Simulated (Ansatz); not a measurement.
## TaS2 (P-3m1): electronic heat capacity and spin susceptibility from the density of states

Method: DFT PBE+D3(BJ), scalar-relativistic, plane waves, PAW (Ansatz).

Settings: cutoff 420 eV, Γ-centred mesh 12×12×8 on the computed 3-atom cell, Gaussian smearing of 0.10 eV; no spin polarisation.

Relaxed cell: P-3m1, a = 3.329 Å, b = 3.329 Å, c = 5.785 Å, α = 90.00°, β = 90.00°, γ = 120.00°, 3 atoms in the primitive cell.

The density of states at the Fermi level is 1.601 states/eV in the cell of 3 atoms (1 formula unit; both spins, tetrahedra on a 18×18×12 mesh).

What Sommerfeld coefficient and Pauli susceptibility does this give?

Per formula unit N(E_F) = 1.601 states/eV. γ = (π²/3) k_B² N(E_F) N_A = 2.357 mJ/(mol K²) per state/eV, so γ = 3.8 mJ/(mol K²), a mole of formula units. χ_P = μ_B² N(E_F) N_A = 3.23×10⁻⁵ emu/mol per state/eV gives 5.2×10⁻⁵ emu/mol. This is the bare band result: a measured γ of the same phase is as a rule larger by a factor 1 + λ from phonons and spin fluctuations, the spin part of χ is larger by the Stoner factor, and a measured χ also holds orbital and core terms. N(E_F) at one energy is sensitive to the mesh where the density of states has sharp peaks.

Spin-orbit coupling is left out, which matters for the bands of heavy elements. Spin polarisation was left out, and a magnetic state may lie lower.

Cost: 1 run of about 0.72 core-minutes, on Arm Neoverse V2 (shared hosts).